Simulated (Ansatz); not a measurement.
## Se

```yaml
crystal:
  lattice:
    - [5.68100, 3.27993, 1.47633]
    - [-5.68100, 3.27993, 1.47633]
    - [0.00000, -6.55985, 1.47633]
  atoms:
    - { symbol: Se, position: [0.28066, 0.16251, 0.91818] }
    - { symbol: Se, position: [0.91818, 0.28066, 0.16251] }
    - { symbol: Se, position: [0.16251, 0.91818, 0.28066] }
    - { symbol: Se, position: [0.71934, 0.83749, 0.08182] }
    - { symbol: Se, position: [0.08182, 0.71934, 0.83749] }
    - { symbol: Se, position: [0.83749, 0.08182, 0.71934] }
```

Atoms are numbered in the order listed.

The cell is COD entry 9013138, as deposited and not checked against the literature; nothing was relaxed.

Computed with Ansatz 0.2.0, DFT, PBE, all-electron LAPW, scalar-relativistic.

Settings: a Γ-centred 6×6×6 k mesh, Fermi–Dirac smearing of 0.01 eV, basis error target 1 meV/atom, no spin polarisation.

- Pressure at this cell: 26.8 kbar
- Band gap: 1.16 eV, indirect from T (0.5, -0.5, 0.5) to the line P0 (0.2, -0.8, 0.2)–P2 (0.2, 0.2, 0.2)
- Stress xx, yy, zz (compression positive): 2.80, 2.80, 2.43 GPa
- Largest force: 0.463 eV/Å on Se2
- Smallest direct gap on the path: 1.44 eV
- Volume per atom: 27.51 Å³
